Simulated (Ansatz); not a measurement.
System: α-quartz-type GeO2 (metastable phase). Method: HSE06 in Ansatz (PAW).

Run with plane-wave cutoff 500 eV, 6×6×4 k mesh (along the axes of the cell as run), gaussian smearing 0.02 eV, scalar-relativistic PAW data made under PBE.

Cell (relaxed with r²SCAN):

```cif
data_Ge3O6
_chemical_formula_sum 'Ge3 O6'
_space_group_name_H-M_alt 'P 1'
_space_group_IT_number 1
_cell_length_a 4.98656
_cell_length_b 4.98656
_cell_length_c 5.67736
_cell_angle_alpha 90.000
_cell_angle_beta 90.000
_cell_angle_gamma 120.000
loop_
_space_group_symop_operation_xyz
  'x, y, z'
loop_
_atom_site_label
_atom_site_type_symbol
_atom_site_fract_x
_atom_site_fract_y
_atom_site_fract_z
_atom_site_occupancy
Ge1 Ge 0.00000 0.45111 0.33333 1
Ge2 Ge 0.54889 0.54889 0.00000 1
Ge3 Ge 0.45111 0.00000 0.66667 1
O1 O 0.30323 0.39613 0.24345 1
O2 O 0.60387 0.90711 0.91011 1
O3 O 0.69677 0.09289 0.42322 1
O4 O 0.90711 0.60387 0.08989 1
O5 O 0.39613 0.30323 0.75655 1
O6 O 0.09289 0.69677 0.57678 1
```

Q: Predict the band gap.

A: 
band gap: 5.47 eV (on the SCF k mesh)

Note: cell and atoms aren't relaxed at this level (largest force component 0.12 eV/Å).

Spin–orbit coupling is not included.

Ansatz is an electronic-structure program.
